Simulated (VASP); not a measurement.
# How biaxial strain in the (110) plane changes GaSb (F-43m), part 2 of 2

Wanted: the response of GaSb to biaxial strain in the (110) plane, as a table, with a fit that predicts a row left out.

VASP 6.6.1, plane waves and PAW; the level of theory is named at each step.

So far: Set-up; Relax the crystal, PBEsol; Strain along the normal, PBEsol; Band edges, TB-mBJ with spin-orbit coupling; Band edges, r2SCAN with spin-orbit coupling.

### 5. Band edges, r2SCAN with spin-orbit coupling (continued)

Level of this step: r2SCAN, spin-orbit coupling; plane waves and PAW (Ga_d, Sb); cell typed or built by script (VASP).

From OUTCAR (step 5):

```text
  Total       -0.0253779     -0.0253779     -0.1765971      0.2287279      0.0000000      0.0000000
  in kB       -0.7020594     -0.7020594     -4.8854258      6.3275862      0.0000000      0.0000000
  external PRESSURE =      -2.0965149 kB  Pullay stress =       0.0000000 kB

 POSITION                                       TOTAL-FORCE (eV/Angst)
 -----------------------------------------------------------------------------------
      3.03907      3.03907      6.16631         0.000000      0.000000      0.017310
      1.51953      1.51953      1.55073         0.000000      0.000000     -0.017310
 -----------------------------------------------------------------------------------
    total drift:                               -0.000004     -0.000004      0.004336

  FREE ENERGIE OF THE ION-ELECTRON SYSTEM (eV)
  ---------------------------------------------------
  free  energy   TOTEN  =       -37.6540276044 eV

  energy  without entropy=      -37.6540274293  energy(sigma->0) =      -37.65402752

[... 2 parts as in an earlier step ...]

[... 1 further part left out ...]
[key lines of the parts left out:]
E-fermi :   4.8844
```

This run gave:

```
energy(sigma→0) of the program : -37.6540 eV
stress, compression positive   : 0.56 along [110], -0.60 across it (mean), GPa
```

The run ends at a pressure of -0.21 GPa, with forces up to 0.017 eV/Å.

### 6. The table

The other members went through these steps as far as the tables show, with the same cutoff and, step by step, the same mesh; 34 runs are not shown. The session took 13 core hours (wall time by ranks) on a shared machine.

| in-plane strain (%) | strain along the normal (%) | mean of the two in-plane stresses, tension positive (GPa) | energy above the unstrained row (meV/atom) |
| --- | --- | --- | --- |
| -2.000 | 1.255 | -2.295 | 8.245 |
| -1.500 | 0.911 | -1.693 | 4.643 |
| -1.000 | 0.600 | -1.111 | 2.077 |
| -0.500 | 0.280 | -0.533 | 0.544 |
| 0 | 0.000 | 0.002 | 0.000 |
| 0.500 | -0.300 | 0.505 | 0.349 |
| 1.000 | -0.562 | 1.042 | 1.654 |
| 1.500 | -0.823 | 1.568 | 3.917 |
| 2.000 | -1.055 | 2.082 | 7.111 |

Slopes at zero strain, from cubics through all rows: strain ratio -0.581, stress over strain 107 GPa.

Band edges at TB-mBJ with spin-orbit coupling, counted from the valence-band top at Γ, spin-orbit pairs averaged, with one row partly withheld:

| in-plane strain (%) | gap (eV) | conduction band at Γ (eV) | Δ or X valley along z (eV) | Δ or X valley along x (eV) | lowest conduction level at L, [111] (eV) | lowest conduction level at L, [-111] (eV) | second valence level below the top (eV) | third valence level below the top (eV) |
| --- | --- | --- | --- | --- | --- | --- | --- | --- |
| -2.000 | 0.595 | 0.753 | 0.856 | 1.055 | 0.923 | 0.597 | 0.156 | 0.793 |
| -1.500 | 0.654 | 0.741 | 0.945 | 1.079 | 0.891 | 0.654 | 0.119 | 0.757 |
| -1.000 | ? | ? | 1.021 | 1.101 | 0.860 | 0.706 | 0.081 | 0.727 |
| -0.500 | 0.698 | 0.698 | 1.089 | 1.124 | 0.829 | 0.756 | 0.041 | 0.699 |
| 0 | 0.668 | 0.668 | 1.147 | 1.147 | 0.800 | 0.800 | 0.000 | 0.675 |
| 0.500 | 0.591 | 0.591 | 1.149 | 1.121 | 0.724 | 0.799 | 0.048 | 0.699 |
| 1.000 | 0.511 | 0.511 | 1.144 | 1.099 | 0.653 | 0.793 | 0.091 | 0.723 |
| 1.500 | 0.429 | 0.429 | 1.130 | 1.075 | 0.582 | 0.783 | 0.136 | 0.750 |
| 2.000 | 0.344 | 0.345 | 1.112 | 1.052 | 0.514 | 0.770 | 0.178 | 0.777 |

Conduction masses, in electron masses:

| in-plane strain (%) | conduction mass at Γ, along the strain axis or the normal of the plane | conduction mass at Γ, across the strain axis or in the plane | L [111] mass, longitudinal | L [111] mass, transverse along [1-10] |
| --- | --- | --- | --- | --- |
| -2.000 | 0.052 | 0.065 | 1.776 | 0.107 |
| -1.500 | 0.052 | 0.060 | 1.757 | 0.106 |
| -1.000 | 0.051 | 0.055 | 1.737 | 0.106 |
| -0.500 | 0.049 | 0.051 | 1.737 | 0.105 |
| 0 | 0.047 | 0.047 | 1.749 | 0.105 |
| 0.500 | 0.044 | 0.044 | 1.725 | 0.104 |
| 1.000 | 0.042 | 0.041 | 1.710 | 0.104 |
| 1.500 | 0.038 | 0.037 | 1.714 | 0.103 |
| 2.000 | 0.034 | 0.035 | 1.708 | 0.102 |

Band edges at r2SCAN with spin-orbit coupling, counted from the valence-band top at Γ, spin-orbit pairs averaged:

| in-plane strain (%) | gap (eV) | conduction band at Γ (eV) | Δ or X valley along z (eV) | Δ or X valley along x (eV) | lowest conduction level at L, [111] (eV) | lowest conduction level at L, [-111] (eV) | second valence level below the top (eV) | third valence level below the top (eV) |
| --- | --- | --- | --- | --- | --- | --- | --- | --- |
| -2.000 | 0.264 | 0.359 | 0.553 | 0.775 | 0.619 | 0.269 | 0.156 | 0.800 |
| -1.500 | 0.325 | 0.339 | 0.643 | 0.793 | 0.579 | 0.326 | 0.118 | 0.766 |
| -1.000 | 0.312 | 0.312 | 0.723 | 0.812 | 0.540 | 0.376 | 0.081 | 0.736 |
| -0.500 | 0.284 | 0.284 | 0.791 | 0.830 | 0.504 | 0.425 | 0.041 | 0.710 |
| 0 | 0.251 | 0.251 | 0.849 | 0.849 | 0.469 | 0.469 | 0.000 | 0.686 |
| 0.500 | 0.173 | 0.173 | 0.852 | 0.823 | 0.389 | 0.469 | 0.049 | 0.710 |
| 1.000 | 0.097 | 0.098 | 0.848 | 0.800 | 0.316 | 0.464 | 0.093 | 0.733 |

### 7. Fit and prediction

The quantity to fit is the conduction level at Γ above the mean of the three top valence levels at TB-mBJ with spin-orbit coupling: 1.069, 1.033, 0.945, 0.893, 0.840, 0.782, 0.724, 0.663 eV in the rows shown.

Fitting a parabola to the 8 known rows (e: strain in %) gives E = − 0.006711 e² − 0.1023 e + 0.8934 in eV; the residuals are 0.0014 eV r.m.s.

At e = -1 this predicts 0.9890 eV.

### 8. Checking the prediction

The calculation gives 0.9902 eV, so the prediction is 0.0012 eV too low, within twice the residual of the fit.

### 9. Outcome

| Quantity | Value |
| --- | --- |
| ratio of normal to in-plane strain | -0.581 |
| biaxial modulus | 107 GPa |
| gap of the unstrained cell, TB-mBJ with spin-orbit coupling | 0.67 eV |
| gap of the unstrained cell, r2SCAN with spin-orbit coupling | 0.25 eV |
| slope at zero strain of the conduction level at Γ above the mean of the three top valence levels, TB-mBJ with spin-orbit coupling | -102 meV per % |
| error of the predicted row | -1.2 meV |

What this shows: As a check, the curvature of the energy gives 106 GPa for the same modulus (energy per volume = M × strain²), 1 % from the slope of the stress. At TB-mBJ with spin-orbit coupling the lowest conduction valley is in turn L, Γ from the first row to the last, and the gap runs between 0.34 and 0.71 eV. At r2SCAN with spin-orbit coupling the lowest conduction valley is in turn L, Γ from the first row to the last, and the gap runs between 0.10 and 0.32 eV. At r2SCAN with spin-orbit coupling the gap falls under 0.05 eV in some or all rows, where bands may have changed order, so 2 rows at and beyond those points are left out of its table. The gap at PBEsol is under 0.05 eV in some or all rows and is left out; the elastic columns come from such cells and can be uneven. Hole masses are left out throughout, since the top bands are degenerate or cross in many series; of conduction masses, those of the Γ, L and (for Si and Ge under (001) strain) Δ valleys are kept where they change by under an eighth between rows. TB-mBJ is a potential fitted for gaps; it has no energy functional, so its total energies and forces mean nothing, and its bands tend to come out too narrow. r2SCAN opens gaps somewhat over GGA but leaves them below measured values as a rule. Δ or X levels are the lowest on their line, refined by a parabola unless they lie at X; the gap is read from all points sampled and can differ from the lowest valley by some meV, or by tens of meV where strain moves the valence top off Γ. Temperature, zero-point motion and excitons are left out.

[Lines on the potential files, build, host, timing and source positions are cut from VASP's logs without a mark.]

[Logs are printed without paths, hosts, clocks, repeated set-up lines and the standing remarks that a program may print on its own settings, such as how far it seeks lower states.]

[Hosts, paths, dates, database ids (printed as entryN), source tags and the programs' standing remarks are cut or masked in the printed files.]

[In band tables of VASP the shares of atoms and orbitals are scaled to a sum of 1 inside the atoms' spheres.]
